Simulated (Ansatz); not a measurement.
# Te2Mo in Ansatz: notebook, part 2 of 3

Ansatz 0.2.0.

## 3. Single point, PBE+U

File input.yaml:

```yaml
crystal:
  lattice:
    - [6.3616090156, 0.0, 0.0]
    - [0.0, 3.48040306, 0.0]
    - [-0.0857412231, 0.0, 36.1758904685]
  atoms:
    - { symbol: Te, position: [0.4292511, 0.75, 0.54070358] }
    - { symbol: Te, position: [0.5707489, 0.25, 0.45929642] }
    - { symbol: Te, position: [0.92084787, 0.25, 0.55652732] }
    - { symbol: Te, position: [0.07915213, 0.75, 0.44347268] }
    - { symbol: Mo, position: [0.18134756, 0.25, 0.49746537] }
    - { symbol: Mo, position: [0.81865244, 0.75, 0.50253463] }
hamiltonian:
  xc: pbe
  pseudopotentials: { kind: paw }
  hubbard: { sites: [{ species: Mo, l: d, u_eff: 5.0 }] }
kpoints:
  mp_grid: { grid: [3, 6, 1] }
scf:
  occupations: { method: fermi_dirac, width: 0.05 }
output:
  forces: true
  stress: true
  eigenvalues: true
```

Potentials or basis: Ansatz PAW.

Started as:

```bash
> ansatz run input.yaml --threads 2 --pin off --max-ram 5632MiB --backend cpu --events-out ev --progress --plain --runs-dir out
```

Log:

```text
Warning: RAYON_NUM_THREADS=2 ignored (pool sized by the plan → 2); use --threads N
Te: projections on atomic orbitals take those of the free atom [Kr] 4d10 5s2 5p4, of charge +0.00 (hamiltonian.pseudopotentials.projection_atoms); the dataset's partial waves leave at most 7.8e-6 of an orbital's norm unspanned inside its sphere
Mo: projections on atomic orbitals take those of the free atom [Ar 3d10] 4s2 4p6 4d5 5s1, of charge +0.00 (hamiltonian.pseudopotentials.projection_atoms); the dataset's partial waves leave at most 6.0e-6 of an orbital's norm unspanned inside its sphere
Engine: ansatz 0.2.0, x86_64-unknown-linux-gnu
Pseudopotentials: kind: paw
Pseudopotential: Te, paw, valence charge 16, recommended cutoff 420 eV (normal), Te.paw.azcp
Pseudopotential: Mo, paw, valence charge 14, recommended cutoff 420 eV (normal), Mo.paw.azcp
Functional definition: PBE
  parameter kappa = 0.804
  parameter beta = 0.06672455060314922
  exchange = pbe_x(kappa = kappa, mu = beta*pi^2/3)
  correlation = pbe_c(beta = beta)
Crystal: 6 atoms, lattice volume = 800.969 Å³
Basis set: ecut = 420 eV, 15635 PW (Γ), exchange–correlation on 90×48×486 points (8 copies of the dense FFT grid, shifted against one another)
Bands: 56, of which v1, the nominal top of the filled ones, is band 46 counted from 1 (45 counted from 0)
Symmetry: 4 space group operations
Space group: P21/m (ITA 11), of the structure as read, at distance tolerance 9.3e-5 Å
k-points: 8 of 18
Non-local potential: Te, projectors of the file, l = 0: 2, l = 1: 2, l = 2: 2, l = 3: 2
Non-local potential: Mo, projectors of the file, l = 0: 3, l = 1: 2, l = 2: 2, l = 3: 1
PAW form: soft (Blöchl's): semilocal exchange-correlation on the pseudo side does not see the compensation charge
PAW one-centre angular grid: Te, 590 points (default); XC on 64 Gauss nodes
PAW one-centre angular grid: Mo, 590 points (default); XC on 64 Gauss nodes
Initial density: superposition of atomic densities (neutral atoms: chi_scale 0, normalization atom)
Initial wavefunctions: pseudopotential atomic-orbital guess
Functional: x = pbe(κ = 0.804, μ = 0.2195149727645171), c = pbe(β = 0.06672455060314922)
SCF iter   1: F=—  HF=-37822.217607 eV  |F-HF|=—  |Δ(HF+E_count)|=         —  Δρ=2.17e-2  dr2=4.66e0  ethr=3.10e-3  ⟨swp⟩=12.6  Hψ=2110  notcnv=0  defer=2
preconditioner: auto → LDOS  [insulator: Δε(μ)=0.326 eV  Ē_g=7.526 eV  σ=0.050 eV  W_gap=0.61  n_scr=72 (ndim 8)  ℏωp=7.9 eV  f_vac=0.778  D(μ)=1.46/eV (n_scr^D=6)  ε∞_Penn≈2.1  β→1.0]
SCF iter   2: F=—  HF=-37821.968210 eV  |F-HF|=—  |Δ(HF+E_count)|=   2.49e-1  Δρ=1.64e-2  dr2=3.80e0  ethr=3.10e-3  ⟨swp⟩=3.1  Hψ=1013  notcnv=0  defer=17
SCF iter   3: F=—  HF=-37821.533875 eV  |F-HF|=—  |Δ(HF+E_count)|=   4.34e-1  Δρ=6.03e-3  dr2=7.42e-1  ethr=3.10e-3  ⟨swp⟩=3.0  Hψ=753  notcnv=0  defer=17
SCF iter   4: F=—  HF=-37821.515054 eV  |F-HF|=—  |Δ(HF+E_count)|=   1.88e-2  Δρ=2.26e-3  dr2=5.58e-2  ethr=8.07e-4  ⟨swp⟩=3.1  Hψ=681  notcnv=0  defer=16
SCF iter   5: F=—  HF=-37821.523846 eV  |F-HF|=—  |Δ(HF+E_count)|=   8.79e-3  Δρ=1.27e-3  dr2=2.20e-2  ethr=6.07e-5  ⟨swp⟩=3.0  Hψ=919  notcnv=0  defer=16
SCF iter   6: F=—  HF=-37821.526689 eV  |F-HF|=—  |Δ(HF+E_count)|=   2.84e-3  Δρ=5.65e-4  dr2=4.40e-3  ethr=2.39e-5  ⟨swp⟩=3.0  Hψ=823  notcnv=0  defer=16
SCF iter   7: F=—  HF=-37821.527861 eV  |F-HF|=—  |Δ(HF+E_count)|=   1.17e-3  Δρ=1.83e-4  dr2=2.16e-4  ethr=4.78e-6  ⟨swp⟩=2.1  Hψ=595  notcnv=0  defer=16
SCF iter   8: F=—  HF=-37821.528167 eV  |F-HF|=—  |Δ(HF+E_count)|=   3.06e-4  Δρ=1.21e-4  dr2=1.65e-4  ethr=2.34e-7  ⟨swp⟩=2.9  Hψ=876  notcnv=0  defer=16
SCF iter   9: F=—  HF=-37821.528186 eV  |F-HF|=—  |Δ(HF+E_count)|=   1.93e-5  Δρ=3.87e-5  dr2=7.64e-6  ethr=1.80e-7  ⟨swp⟩=2.0  Hψ=785  notcnv=0  defer=16
SCF iter  10: F=—  HF=-37821.528387 eV  |F-HF|=—  |Δ(HF+E_count)|=   2.01e-4  Δρ=2.15e-5  dr2=2.60e-6  ethr=8.31e-9  ⟨swp⟩=2.9  Hψ=838  notcnv=0  defer=16
SCF iter  11: F=—  HF=-37821.528391 eV  |F-HF|=—  |Δ(HF+E_count)|=   3.73e-6  Δρ=9.93e-6  dr2=6.93e-7  ethr=2.83e-9  ⟨swp⟩=2.6  Hψ=795  notcnv=0  defer=16
SCF iter  12: F=—  HF=-37821.528392 eV  |F-HF|=—  |Δ(HF+E_count)|=   9.94e-7  Δρ=4.95e-6  dr2=3.36e-7  ethr=7.53e-10  ⟨swp⟩=2.9  Hψ=806  notcnv=0  defer=16
SCF iter  13: F=-37821.528392 eV  HF=-37821.528392 eV  |F-HF|=3.34e-8  |Δ(HF+E_count)|=   9.66e-8  Δρ=1.72e-6  dr2=2.85e-8  ethr=1.09e-10  ⟨swp⟩=15.0  Hψ=2347  notcnv=0
SCF 1 converged in 13 iterations: F = -37821.528392 eV  dr2 = 2.85e-8
SCF converged after 13 iterations
Free energy (F): -37821.528392 eV
Harris-Foulkes:  -37821.528392 eV  (|F-HF|=3.34e-8)
Internal energy: -37821.519073 eV  (E = F + TS)
E sigma→0 (E₀):  -37821.523733 eV
Entropy (-TS):   -0.009318 eV (-1.553 meV/atom)
Fermi energy:    -1.244968 eV
--- Per-component energies (eV) ---
  E_band       = -2426.218995
  E_kinetic    = 1607.099790
  E_local      = -157191.604210  (includes V_loc(G=0)·N_el)
  E_nonlocal   = -952.926094
  E_hartree    = 78400.444956
  E_xc         = -864.392940
  E_vxc        = -874.920990  (∫ρ·V_xc dr)
  E_hubbard    = 11.393706  (on-site DFT+U / exact-exchange correction)
  E_vhub       = -4.350637  (the Hubbard potential's part of the band-sum identity)
  E_paw        = -25053.868266  (= ΣΔE_a)
  E_vpaw       = -1810.382402  (= ΣTr[D̂ρ^β])
  E_aug_tail   = -0.000654  (compensation charges beyond the density's cutoff)
  E_ewald      = 66222.334639
  E_smearing   = -0.009318  (= −TS)
  E_closure    = -0.000000  (closes the sum)
  Σ components = -37821.528392   (vs F -37821.528392, Δ=0.00e0)
--- Forces (eV/Å), atoms counted from 1 ---
  atom   1  Te    -0.04282664     0.00000000     0.11773245
  atom   2  Te     0.04282664     0.00000000    -0.11773245
  atom   3  Te     0.05397751     0.00000000     0.09263488
  atom   4  Te    -0.05397751     0.00000000    -0.09263488
  atom   5  Mo    -0.02038710     0.00000000     0.28035157
  atom   6  Mo     0.02038710     0.00000000    -0.28035157
  max |Σ_I F_I| component: 6.94e-18 eV/Å
--- Stress (GPa, compression-positive) ---
        0.153036       0.000000       0.019676
        0.000000       0.418824       0.000000
        0.019676       0.000000       0.134796
  P = ⅓ Tr σ = 0.2356 GPa (2.356 kbar)
--- Band table (eV; the first three rows and the last of 8) ---
  k-point 0: bands = ["-62.2196", "-62.1600", "-38.4004", "-38.3957", "-38.3809", "-38.3799", "-38.3403", "-38.3337", "-38.3059", "-38.2935", "-38.2826", "-38.2798", "-38.0025", "-38.0002", "-37.9918", "-37.9894", "-37.9298", "-37.9189", "-37.8912", "-37.8829", "-37.8718", "-37.8671", "-36.5345", "-36.4365", "-36.3751", "-36.2780", "-36.0782", "-35.9799", "-14.1332", "-13.2379", "-12.3997", "-12.0963", "-6.8660", "-6.4038", "-5.9447", "-5.0692", "-4.2084", "-4.0206", "-3.9635", "-3.0550", "-2.7003", "-2.6608", "-2.3650", "-2.3536", "-1.9214", "-1.2672", "-0.9459", "-0.2328", "0.1636", "0.7775", "0.9026", "1.9427", "2.0091", "2.0736", "2.5051", "2.8181"]
  k-point 1: bands = ["-62.2148", "-62.1638", "-38.3950", "-38.3900", "-38.3821", "-38.3820", "-38.3425", "-38.3364", "-38.3050", "-38.2943", "-38.2826", "-38.2801", "-37.9973", "-37.9960", "-37.9936", "-37.9917", "-37.9310", "-37.9216", "-37.8909", "-37.8834", "-37.8707", "-37.8666", "-36.5301", "-36.4704", "-36.3590", "-36.3009", "-36.0691", "-35.9825", "-13.8306", "-13.0533", "-12.2657", "-11.9099", "-6.6019", "-6.1469", "-5.8606", "-5.0387", "-4.5760", "-4.3473", "-3.9148", "-3.8149", "-3.1150", "-3.0307", "-2.7116", "-2.4644", "-1.9964", "-1.7113", "-1.1738", "0.0301", "0.2619", "0.4043", "0.6424", "0.7384", "1.4579", "2.0932", "2.9098", "3.1910"]
  k-point 2: bands = ["-62.2016", "-62.1731", "-38.3891", "-38.3866", "-38.3793", "-38.3785", "-38.3466", "-38.3424", "-38.3027", "-38.2965", "-38.2822", "-38.2806", "-37.9996", "-37.9977", "-37.9856", "-37.9846", "-37.9326", "-37.9275", "-37.8899", "-37.8851", "-37.8682", "-37.8657", "-36.5369", "-36.5266", "-36.3357", "-36.3275", "-36.0486", "-35.9967", "-13.0176", "-12.5887", "-11.9943", "-11.5879", "-6.2708", "-6.2142", "-5.7895", "-5.2249", "-5.0411", "-4.6133", "-4.5753", "-4.4472", "-4.0391", "-3.7007", "-3.1780", "-3.1397", "-2.8047", "-1.9144", "-0.3243", "-0.3241", "0.1865", "0.2507", "0.7542", "0.9878", "1.8526", "1.9493", "3.7168", "3.7780"]
  k-point 7: bands = ["-62.1862", "-62.1862", "-38.3894", "-38.3894", "-38.3736", "-38.3736", "-38.3471", "-38.3471", "-38.2997", "-38.2997", "-38.2814", "-38.2814", "-38.0007", "-38.0007", "-37.9801", "-37.9801", "-37.9319", "-37.9319", "-37.8870", "-37.8870", "-37.8660", "-37.8660", "-36.5578", "-36.5578", "-36.3237", "-36.3237", "-36.0198", "-36.0198", "-12.2746", "-12.2746", "-11.7456", "-11.7456", "-7.0093", "-7.0093", "-5.9880", "-5.9880", "-4.8158", "-4.8158", "-4.2110", "-4.2110", "-3.6459", "-3.6459", "-3.2922", "-3.2922", "-2.4092", "-2.4092", "-0.0268", "-0.0268", "0.4705", "0.4705", "1.0021", "1.0021", "2.0992", "2.0992", "3.4924", "3.4924"]
Occupation matrices written to <dir>
```

It took 10 s on 2 threads of Intel Xeon 6975P-C (Granite Rapids), shared host; peak memory 1.3 GiB.

What came out:

| Property | Result |
| --- | --- |
| Free energy | -37821.5284 eV |
| Largest force | 0.281 eV/Å |
| Band gap on the k mesh | 0.09 eV, indirect (least direct gap 0.32 eV) |

Forces in eV/Å, atoms in the order of the input:
```
Te  -0.043  0.000  0.118
Te   0.043  0.000 -0.118
Te   0.054  0.000  0.093
Te  -0.054  0.000 -0.093
Mo  -0.020  0.000  0.280
Mo   0.020  0.000 -0.280
```

Stress tensor (GPa, compression positive):
```
0.15 0.00 0.02
0.00 0.42 0.00
0.02 0.00 0.13
```

Eigenvalues of the final occupation matrices:
```tsv
site	spin	trace	eigenvalues
site 1	1	2.71	0.32 0.47 0.53 0.67 0.72
site 2	1	2.71	0.32 0.47 0.53 0.67 0.72
```

Caveat: odd divisions of the mesh miss points on the zone boundary, where band edges often lie, so the gap on the mesh can be too wide; spin-orbit coupling is left out, which moves the levels of the heavy elements; the U is typed as a test and isn't derived for this compound.

[end of part 2 of 3]
